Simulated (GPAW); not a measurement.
Set up this calculation in GPAW 26.7.0, as an ASE script.

```
Task                : relaxation of cell and atoms
Functional          : PBE
Dispersion          : D3(BJ)
Potentials or basis : GPAW PAW data sets (gpaw-data 1.2.1)
Cutoff              : 800 eV
Basis               : pw
k mesh              : 7 × 7 × 4
Occupations         : fermi-dirac, width 0.05 eV
Spin                : no spin polarisation
Maxiter             : 150
Optimizer           : LBFGS
Fmax                : 0.02 eV/Å
Max steps           : 100
```

The structure of SiC (Moissanite) lies in POSCAR:

```
SiC
1.0
    3.0760000000      0.0000000000      0.0000000000
   -1.5380000000      2.6638941420      0.0000000000
    0.0000000000      0.0000000000      5.0480000000
Si C
2 2
Direct
    0.6666666667      0.3333333333      0.5000000000
    0.3333333333      0.6666666667      0.0000000000
    0.6666666667      0.3333333333      0.8850000000
    0.3333333333      0.6666666667      0.3850000000
```

These files were run (other wordings do the same):

run.py

```python
from ase.calculators.mixing import SumCalculator
from ase.filters import FrechetCellFilter
from ase.io import read, write
from ase.optimize import LBFGS
from dftd3.ase import DFTD3
from gpaw import GPAW, PW

atoms = read('POSCAR')

calc = GPAW(mode=PW(800),
            xc='PBE',
            kpts={'size': (7, 7, 4), 'gamma': True},
            occupations={'name': 'fermi-dirac', 'width': 0.05},
            nbands=18,
            convergence={'density': 1e-05, 'energy': 1e-05},
            maxiter=150,
            txt='gpaw.txt')
atoms.calc = SumCalculator([calc, DFTD3(method='pbe', damping='d3bj')])
opt = LBFGS(FrechetCellFilter(atoms), trajectory='relax.traj', logfile='-')
done = opt.run(fmax=0.02, steps=100)
calc.write('gs.gpw')
write('result.traj', atoms)
print('Converged:', done)
print('Cell:', atoms.cell.cellpar().round(4))
print('Volume:', round(atoms.get_volume(), 4))
print(atoms.get_scaled_positions().round(5))
```

Potentials or basis: GPAW PAW data sets (gpaw-data 1.2.1), pw.

Command:

```bash
$ OMP_NUM_THREADS=1 python run.py
```

Results of the run:

```json
{"Energy gained by relaxing": "9.2 meV/atom", "Ionic steps": "6", "Pressure after relaxing": "0.0 GPa", "Largest force after relaxing": "0.006 eV/Å", "Band gap on the k mesh": "2.58 eV, indirect (least direct gap 4.02 eV)", "Dispersion energy per atom": "-0.301 eV"}
```

Caveat: later steps reuse the first step's grids; an odd mesh through Γ misses points on the zone boundary, where band edges often lie.

Run time: 2.5 min on 1 thread of Arm Neoverse N1, with other jobs on the host, peak memory 0.26 GiB.
